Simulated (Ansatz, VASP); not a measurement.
## TaN in VASP and in Ansatz

```xyz
4
Lattice="3.0480 0.0000 0.0000 -1.5240 2.6396 0.0000 0.0000 0.0000 4.9180" Properties=species:S:1:pos:R:3 pbc="T T T"
Ta    0.0000    0.0000    0.0000
Ta    0.0000    0.0000    2.4590
N     0.0000    1.7598    1.2295
N     1.5240    0.8799    3.6885
```

Alike in both runs: task single point; functional PBEsol; k mesh 6 × 6 × 4; occupations gaussian, width 0.1 eV; collinear spin.

|  | VASP | Ansatz |
| --- | --- | --- |
| version | VASP 6.6.1 | Ansatz 0.2.0 |
| potentials or method | VASP PAW PBE potentials, release 64 (Ta_pv, N) | scalar-relativistic, plane waves, PAW |
| plane-wave cutoff (eV) | 520 | 420 |
| valence electrons in the cell | 32 | 36 |

```tsv
	VASP	Ansatz	Ansatz less VASP
gap on the k mesh at the Fermi level (eV)	none	none	-
net moment per atom (μB)	0.00	0.00	0.000
```

A gap of «none» marks a metal or a gap that the smearing closes. With one functional, cell and mesh, what is left measures potentials, basis and numerics. The two sets of potentials don't hold the same shells in valence. Ansatz warned: «seeded_moment_not_kept».

Caveats: the k mesh is coarse (spacing up to 0.40 Å⁻¹), so the values aren't converged. Spin-orbit coupling is left out, which matters for the levels of Ta.
